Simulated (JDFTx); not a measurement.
# Zn (P6_3/mmc) in JDFTx: reference runs

Aim: a first look at Zn with PBEsol, on the cell as given and on a disturbed one.

Program: JDFTx 1.7.0 (patched build). These are calculated values, not measurements. Logs are shortened: lines on timing, memory, paths and dates and some standing lists are left out, and cuts for length are marked. The log counts tension as positive stress, the text compression.

### 1 The crystal as given

It takes space group P6_3/mmc (No. 194, hexagonal). Conventional cell: a = 2.670 Å, b = 2.670 Å, c = 4.966 Å, α = 90.00°, β = 90.00°, γ = 120.00°. Zn (site symmetry -6m2) has 12 Zn at 2.67 to 2.92 Å as nearest neighbours.

### 2 Single point, PBEsol

The input, Zn.in:

```
lattice \
    5.0455687528    -2.5227843764     0.0000000000 \
    0.0000000000     4.3695907164     0.0000000000 \
    0.0000000000     0.0000000000     9.3843799349
coords-type Lattice
ion Zn     0.6666666667     0.3333333333     0.7500000000 1
ion Zn     0.3333333333     0.6666666667     0.2500000000 1

ion-species pseudo/Zn.upf
elec-cutoff 42 336
elec-ex-corr gga-PBEsol
kpoint-folding 11 11 6
elec-smearing Fermi 0.0018374661
elec-n-bands 27
electronic-SCF nIterations 100 energyDiffThreshold 1e-09
electronic-minimize nIterations 30 energyDiffThreshold 1e-7
converge-empty-states yes
forces-output-coords Cartesian

dump-name run.$VAR
dump End Ecomponents EigStats BandEigs Kpoints Forces Stress ElecDensity Dtot KEdensity
```

Potentials or basis: PseudoDojo-SR-PBEsol-0.4.1-standard with smoothed tails.

Run with:

```console
> jdftx -c 1 -i Zn.in -o Zn.out
```

What it wrote:

```text
*************** JDFTx 1.7.0 (patched build) ***************

Input parsed successfully to the following command list (including defaults):
[... the input with its defaults ...]

---------- Setting up symmetries ----------

Found 24 point-group symmetries of the bravais lattice
Found 24 space-group symmetries with basis
Applied RMS atom displacement 2.91306e-10 bohrs to make symmetries exact.

---------- Initializing the Grid ----------
R =
[      5.04557     -2.52278            0  ]
[            0      4.36959            0  ]
[            0            0      9.38438  ]
unit cell volume = 206.898
G =
[    1.24529   0.718967         -0  ]
[          0    1.43793          0  ]
[          0         -0   0.669537  ]
Minimum fftbox size, Smin = [  44  44  80  ]
Chosen fftbox size, S = [  48  48  80  ]

---------- Initializing tighter grid for wavefunction operations ----------
R =
[      5.04557     -2.52278            0  ]
[            0      4.36959            0  ]
[            0            0      9.38438  ]
unit cell volume = 206.898
G =
[    1.24529   0.718967         -0  ]
[          0    1.43793          0  ]
[          0         -0   0.669537  ]
Minimum fftbox size, Smin = [  32  32  56  ]
Chosen fftbox size, S = [  32  32  56  ]

---------- Exchange Correlation functional ----------
Initalized PBEsol GGA exchange.
Initalized PBEsol GGA correlation.

---------- Setting up pseudopotentials ----------
Width of ionic core gaussian charges (only for fluid interactions / plotting) set to 0

Reading pseudopotential file 'pseudo/Zn.upf':
  'Zn' pseudopotential, 'PBESOL' functional
  Generated using ONCVPSP code by D. R. Hamann
  20 valence electrons, 4 orbitals, 6 projectors, 1001 radial grid points, with lMax = 2
    3S    l: 0   occupation:  2.0   eigenvalue: -4.737836
    3P    l: 1   occupation:  6.0   eigenvalue: -3.059602
    3D    l: 2   occupation: 10.0   eigenvalue: -0.373698
    4S    l: 0   occupation:  2.0   eigenvalue: -0.220431
  Core radius for overlap checks: 1.79 bohrs.

Initialized 1 species with 2 total atoms.

Folded 1 k-points by 11x11x6 to 726 k-points.

---------- Setting up k-points, bands, fillings ----------
Reduced to 64 k-points under symmetry.
Computing the number of bands and number of electrons
Calculating initial fillings.
nElectrons:  40.000000   nBands: 27   nStates: 64

----- Setting up reduced wavefunction bases (one per k-point) -----
average nbasis = 2689.632 , ideal nbasis = 2689.827

---------- Setting up ewald sum ----------
Optimum gaussian width for ewald sums = 2.102119 bohr.
Real space sum over 1521 unit cells with max indices [  6  6  4  ]
Reciprocal space sum over 2057 terms with max indices [  5  5  8  ]

---------- Allocating electronic variables ----------
Initializing wave functions:  linear combination of atomic orbitals
Note: number of bands (27) exceeds available atomic orbitals (20)
Zn pseudo-atom occupations:   s ( 2 2 )  p ( 6 )  d ( 10 )
	FillingsUpdate:  mu: +0.557551648  nElectrons: 40.000000
LCAOMinimize: Iter:   0  F: -412.8974585775798687  |grad|_K:  5.988e-04  alpha:  1.000e+00
	FillingsUpdate:  mu: +0.561940547  nElectrons: 40.000000
LCAOMinimize: Iter:   1  F: -412.9022516964374176  |grad|_K:  8.635e-06  alpha:  6.206e-01  linmin:  1.201e-01  cgtest: -7.877e-01
	FillingsUpdate:  mu: +0.561938568  nElectrons: 40.000000
LCAOMinimize: Iter:   2  F: -412.9022524831260625  |grad|_K:  6.145e-06  alpha:  1.025e+00  linmin:  3.644e-05  cgtest:  7.353e-01
LCAOMinimize: Encountered beta<0, resetting CG.
	FillingsUpdate:  mu: +0.561890572  nElectrons: 40.000000
LCAOMinimize: Iter:   3  F: -412.9022530425039008  |grad|_K:  1.442e-07  alpha:  6.344e-01  linmin: -1.475e-03  cgtest:  7.077e-03
LCAOMinimize: Converged (|Delta F|<1.000000e-06 for 2 iters).

-------- Electronic minimization -----------
Will mix electronic density at each iteration.
	FillingsUpdate:  mu: +0.561890572  nElectrons: 40.000000
	FillingsUpdate:  mu: +0.532420244  nElectrons: 40.000000
SCF: Cycle:  0   F: -412.971020994325386   dF: -6.877e-02   |Residual|: 2.987e-02   |deigs|: 4.669e-02
	FillingsUpdate:  mu: +0.532772450  nElectrons: 40.000000
SCF: Cycle:  1   F: -412.971534935950672   dF: -5.139e-04   |Residual|: 1.330e-02   |deigs|: 4.644e-03
	FillingsUpdate:  mu: +0.533039199  nElectrons: 40.000000
SCF: Cycle:  2   F: -412.971565814423002   dF: -3.088e-05   |Residual|: 3.813e-03   |deigs|: 1.658e-03
	FillingsUpdate:  mu: +0.532859730  nElectrons: 40.000000
SCF: Cycle:  3   F: -412.971567883719672   dF: -2.069e-06   |Residual|: 2.850e-03   |deigs|: 1.321e-03
	FillingsUpdate:  mu: +0.532990305  nElectrons: 40.000000
SCF: Cycle:  4   F: -412.971571793119210   dF: -3.909e-06   |Residual|: 6.261e-04   |deigs|: 8.074e-04
	FillingsUpdate:  mu: +0.532978384  nElectrons: 40.000000
SCF: Cycle:  5   F: -412.971571990051984   dF: -1.969e-07   |Residual|: 1.866e-04   |deigs|: 1.410e-04
	FillingsUpdate:  mu: +0.532973704  nElectrons: 40.000000
SCF: Cycle:  6   F: -412.971572009635338   dF: -1.958e-08   |Residual|: 2.456e-05   |deigs|: 7.164e-05
	FillingsUpdate:  mu: +0.532973590  nElectrons: 40.000000
SCF: Cycle:  7   F: -412.971572011952787   dF: -2.317e-09   |Residual|: 3.341e-05   |deigs|: 5.659e-05
	FillingsUpdate:  mu: +0.532974812  nElectrons: 40.000000
SCF: Cycle:  8   F: -412.971572013241484   dF: -1.289e-09   |Residual|: 2.914e-06   |deigs|: 5.936e-05
	FillingsUpdate:  mu: +0.532974834  nElectrons: 40.000000
SCF: Cycle:  9   F: -412.971572013467323   dF: -2.258e-10   |Residual|: 2.486e-06   |deigs|: 5.788e-05
	FillingsUpdate:  mu: +0.532974641  nElectrons: 40.000000
SCF: Cycle: 10   F: -412.971572013528942   dF: -6.162e-11   |Residual|: 6.767e-07   |deigs|: 6.033e-05
SCF: Converged (|Delta E|<1.000000e-09 for 2 iters).

Setting wave functions to eigenvectors of Hamiltonian
Converging empty states (this may take a while): |deigs|: 9.868e-04

# Stress tensor in Cartesian coordinates [Eh/a0^3]:
[  0.000197604            0            0  ]
[            0  0.000197604            0  ]
[            0            0  0.000194514  ]

# Ionic positions in lattice coordinates:
ion Zn   0.666666666666667   0.333333333333333   0.750000000000000 1
ion Zn   0.333333333333333   0.666666666666667   0.250000000000000 1

# Forces in Cartesian coordinates:
force Zn  -0.000000000000000  -0.000000000000000   0.000000000000000 1
force Zn  -0.000000000000000  -0.000000000000000   0.000000000000000 1

# Energy components:
   Eewald =     -245.4341886282418557
       EH =      139.6022042522164384
     Eloc =     -355.9897965342822772
      Enl =      -95.8002692498394310
      Exc =      -44.4588270241958341
 Exc_core =        4.8597073723012034
       KE =      184.2497697458179857
-------------------------------------
     Etot =     -412.9714000662237368
       TS =        0.0001719473051831
-------------------------------------
        F =     -412.9715720135289416

IonicMinimize: Iter:   0  F: -412.971572013528942  |grad|_K:       -nan
IonicMinimize: None of the convergence criteria satisfied after 0 iterations.

#--- Lowdin population analysis ---
# oxidation-state Zn +0.560 +0.560

Dumping 'run.eigStats' ...
	eMin: -4.099847 at state 0 ( [ +0.000000 +0.000000 +0.000000 ] spin 0 )
	HOMO: +0.532933 at state 62 ( [ +0.272727 +0.363636 +0.333333 ] spin 0 )
	mu  : +0.532975
	LUMO: +0.534749 at state 9 ( [ +0.000000 +0.181818 +0.166667 ] spin 0 )
	eMax: +1.263721 at state 27 ( [ +0.090909 +0.090909 +0.500000 ] spin 0 )
	HOMO-LUMO gap: +0.001817
	Optical gap  : +0.038692 at state 44 ( [ +0.181818 +0.181818 +0.000000 ] spin 0 )
Done!
```

Run time: 52 s. Hardware: 1 thread of AMD EPYC 9R45 (Zen 5), shared host; peak memory 0.23 GiB.

What came out:

* Free energy: -11237.5290 eV
* Pressure: -5.8 GPa
* Band gap on the k mesh: none (metal or under the smearing width)

### 3 Single point, PBEsol (atoms moved at random, drawn with an rms of 0.05 Å)

Changes to Zn.in since step 2:

```diff
@@ -5,4 +5,4 @@
 coords-type Lattice
-ion Zn     0.6666666667     0.3333333333     0.7500000000 1
-ion Zn     0.3333333333     0.6666666667     0.2500000000 1
+ion Zn     0.6654170000     0.3197430000     0.7489310000 1
+ion Zn     0.3225700000     0.6801310000     0.2510750000 1
```

Potentials or basis: PseudoDojo-SR-PBEsol-0.4.1-standard with smoothed tails.

Run with:

```console
> jdftx -c 1 -i Zn.in -o Zn.out
```

What it wrote:

```text
*************** JDFTx 1.7.0 (patched build) ***************

Input parsed successfully to the following command list (including defaults):
[... the input with its defaults ...]

---------- Setting up symmetries ----------

Found 24 point-group symmetries of the bravais lattice
Found 2 space-group symmetries with basis
Applied RMS atom displacement 0 bohrs to make symmetries exact.

---------- Initializing the Grid ----------
R =
[      5.04557     -2.52278            0  ]
[            0      4.36959            0  ]
[            0            0      9.38438  ]
unit cell volume = 206.898
G =
[    1.24529   0.718967         -0  ]
[          0    1.43793          0  ]
[          0         -0   0.669537  ]
Minimum fftbox size, Smin = [  44  44  80  ]
Chosen fftbox size, S = [  48  48  80  ]

---------- Initializing tighter grid for wavefunction operations ----------
R =
[      5.04557     -2.52278            0  ]
[            0      4.36959            0  ]
[            0            0      9.38438  ]
unit cell volume = 206.898
G =
[    1.24529   0.718967         -0  ]
[          0    1.43793          0  ]
[          0         -0   0.669537  ]
Minimum fftbox size, Smin = [  32  32  56  ]
Chosen fftbox size, S = [  32  32  56  ]

---------- Exchange Correlation functional ----------
Initalized PBEsol GGA exchange.
Initalized PBEsol GGA correlation.

---------- Setting up pseudopotentials ----------
Width of ionic core gaussian charges (only for fluid interactions / plotting) set to 0

Reading pseudopotential file 'pseudo/Zn.upf':
  'Zn' pseudopotential, 'PBESOL' functional
  Generated using ONCVPSP code by D. R. Hamann
  20 valence electrons, 4 orbitals, 6 projectors, 1001 radial grid points, with lMax = 2
    3S    l: 0   occupation:  2.0   eigenvalue: -4.737836
    3P    l: 1   occupation:  6.0   eigenvalue: -3.059602
    3D    l: 2   occupation: 10.0   eigenvalue: -0.373698
    4S    l: 0   occupation:  2.0   eigenvalue: -0.220431
  Core radius for overlap checks: 1.79 bohrs.

Initialized 1 species with 2 total atoms.

Folded 1 k-points by 11x11x6 to 726 k-points.

---------- Setting up k-points, bands, fillings ----------
Reduced to 364 k-points under symmetry.
Computing the number of bands and number of electrons
Calculating initial fillings.
nElectrons:  40.000000   nBands: 27   nStates: 364

----- Setting up reduced wavefunction bases (one per k-point) -----
average nbasis = 2689.632 , ideal nbasis = 2689.827

---------- Setting up ewald sum ----------
Optimum gaussian width for ewald sums = 2.102119 bohr.
Real space sum over 1521 unit cells with max indices [  6  6  4  ]
Reciprocal space sum over 2057 terms with max indices [  5  5  8  ]

---------- Allocating electronic variables ----------
Initializing wave functions:  linear combination of atomic orbitals
Note: number of bands (27) exceeds available atomic orbitals (20)
Zn pseudo-atom occupations:   s ( 2 2 )  p ( 6 )  d ( 10 )
	FillingsUpdate:  mu: +0.560182099  nElectrons: 40.000000
LCAOMinimize: Iter:   0  F: -412.8971455859618231  |grad|_K:  2.555e-04  alpha:  1.000e+00
	FillingsUpdate:  mu: +0.563969987  nElectrons: 40.000000
LCAOMinimize: Iter:   1  F: -412.9020831345535498  |grad|_K:  3.933e-06  alpha:  6.188e-01  linmin:  1.133e-01  cgtest: -8.284e-01
	FillingsUpdate:  mu: +0.563969286  nElectrons: 40.000000
LCAOMinimize: Iter:   2  F: -412.9020838771445483  |grad|_K:  3.088e-06  alpha:  9.321e-01  linmin:  1.081e-05  cgtest:  7.421e-01
	FillingsUpdate:  mu: +0.563922443  nElectrons: 40.000000
LCAOMinimize: Iter:   3  F: -412.9020846465855925  |grad|_K:  4.146e-07  alpha:  6.076e-01  linmin: -5.531e-05  cgtest: -5.651e-03
LCAOMinimize: Converged (|Delta F|<1.000000e-06 for 2 iters).

-------- Electronic minimization -----------
Will mix electronic density at each iteration.
	FillingsUpdate:  mu: +0.563922443  nElectrons: 40.000000
	FillingsUpdate:  mu: +0.532454895  nElectrons: 40.000000
SCF: Cycle:  0   F: -412.970917611625737   dF: -6.883e-02   |Residual|: 2.989e-02   |deigs|: 4.943e-02
	FillingsUpdate:  mu: +0.532796954  nElectrons: 40.000000
SCF: Cycle:  1   F: -412.971464558388902   dF: -5.469e-04   |Residual|: 1.282e-02   |deigs|: 5.052e-03
	FillingsUpdate:  mu: +0.533051290  nElectrons: 40.000000
SCF: Cycle:  2   F: -412.971495707172608   dF: -3.115e-05   |Residual|: 3.719e-03   |deigs|: 1.635e-03
	FillingsUpdate:  mu: +0.532887104  nElectrons: 40.000000
SCF: Cycle:  3   F: -412.971498449060391   dF: -2.742e-06   |Residual|: 2.456e-03   |deigs|: 1.213e-03
	FillingsUpdate:  mu: +0.533004308  nElectrons: 40.000000
SCF: Cycle:  4   F: -412.971501363769050   dF: -2.915e-06   |Residual|: 6.084e-04   |deigs|: 7.217e-04
	FillingsUpdate:  mu: +0.532992005  nElectrons: 40.000000
SCF: Cycle:  5   F: -412.971501538760833   dF: -1.750e-07   |Residual|: 1.690e-04   |deigs|: 1.545e-04
	FillingsUpdate:  mu: +0.532987465  nElectrons: 40.000000
SCF: Cycle:  6   F: -412.971501554814154   dF: -1.605e-08   |Residual|: 3.929e-05   |deigs|: 8.628e-05
	FillingsUpdate:  mu: +0.532988238  nElectrons: 40.000000
SCF: Cycle:  7   F: -412.971501557388592   dF: -2.574e-09   |Residual|: 2.419e-05   |deigs|: 7.318e-05
	FillingsUpdate:  mu: +0.532989243  nElectrons: 40.000000
SCF: Cycle:  8   F: -412.971501558209241   dF: -8.206e-10   |Residual|: 3.092e-06   |deigs|: 6.946e-05
	FillingsUpdate:  mu: +0.532989042  nElectrons: 40.000000
SCF: Cycle:  9   F: -412.971501558378804   dF: -1.696e-10   |Residual|: 1.483e-06   |deigs|: 6.498e-05
SCF: Converged (|Delta E|<1.000000e-09 for 2 iters).

Setting wave functions to eigenvectors of Hamiltonian
Converging empty states (this may take a while): |deigs|: 7.611e-04

# Stress tensor in Cartesian coordinates [Eh/a0^3]:
[  0.000193818  2.68535e-06  3.37728e-07  ]
[  2.68535e-06  0.000199093 -3.82532e-07  ]
[  3.37728e-07 -3.82532e-07  0.000191562  ]

# Ionic positions in lattice coordinates:
ion Zn   0.665417000000000   0.319743000000000   0.748931000000000 1
ion Zn   0.322570000000000   0.680131000000000   0.251075000000000 1

# Forces in Cartesian coordinates:
force Zn  -0.000507420916609   0.000589794493104   0.000383793318194 1
force Zn   0.000507420916609  -0.000589794493104  -0.000383793318194 1

# Energy components:
   Eewald =     -245.4221365273373578
       EH =      139.6137616891236632
     Eloc =     -356.0135044440754655
      Enl =      -95.7998466110199445
      Exc =      -44.4588870495651136
 Exc_core =        4.8597074509224640
       KE =      184.2495766810890814
-------------------------------------
     Etot =     -412.9713288108626443
       TS =        0.0001727475161338
-------------------------------------
        F =     -412.9715015583788045

IonicMinimize: Iter:   0  F: -412.971501558378804  |grad|_K:  5.009e-04
IonicMinimize: None of the convergence criteria satisfied after 0 iterations.

#--- Lowdin population analysis ---
# oxidation-state Zn +0.560 +0.560

Dumping 'run.eigStats' ...
	eMin: -4.099856 at state 0 ( [ +0.000000 +0.000000 +0.000000 ] spin 0 )
	HOMO: +0.532753 at state 252 ( [ +0.363636 +0.272727 +0.333333 ] spin 0 )
	mu  : +0.532989
	LUMO: +0.533615 at state 258 ( [ +0.363636 +0.363636 +0.333333 ] spin 0 )
	eMax: +1.264492 at state 163 ( [ +0.181818 -0.090909 +0.500000 ] spin 0 )
	HOMO-LUMO gap: +0.000863
	Optical gap  : +0.001539 at state 258 ( [ +0.363636 +0.363636 +0.333333 ] spin 0 )
Done!
```

Run time: 5.1 min. Hardware: 1 thread of AMD EPYC 9R45 (Zen 5), shared host; peak memory 1.1 GiB.

Results:

- Free energy: -11237.5270 eV
- Pressure: -5.7 GPa
- Largest force: 0.045 eV/Å
- Band gap on the k mesh: none (metal or under the smearing width)

Forces on the atoms (eV/Å):
```
Zn  -0.026  0.030  0.020
Zn   0.026 -0.030 -0.020
```

Stress tensor (GPa, compression positive):
```
-5.70 -0.08 -0.01
-0.08 -5.86  0.01
-0.01  0.01 -5.64
```

Levels at points of the mesh, in eV from the Fermi level:
```csv
k point,band 17,band 18,band 19,band 20,band 21,band 22,band 23,band 24
"(0.00, 0.00, 0.00)",-7.02,-6.86,-6.82,-3.49,-2.91,13.53,17.09,17.26
"(0.00, 0.00, 0.50)",-6.93,-6.93,-6.93,-6.92,4.60,4.68,18.65,18.65
```
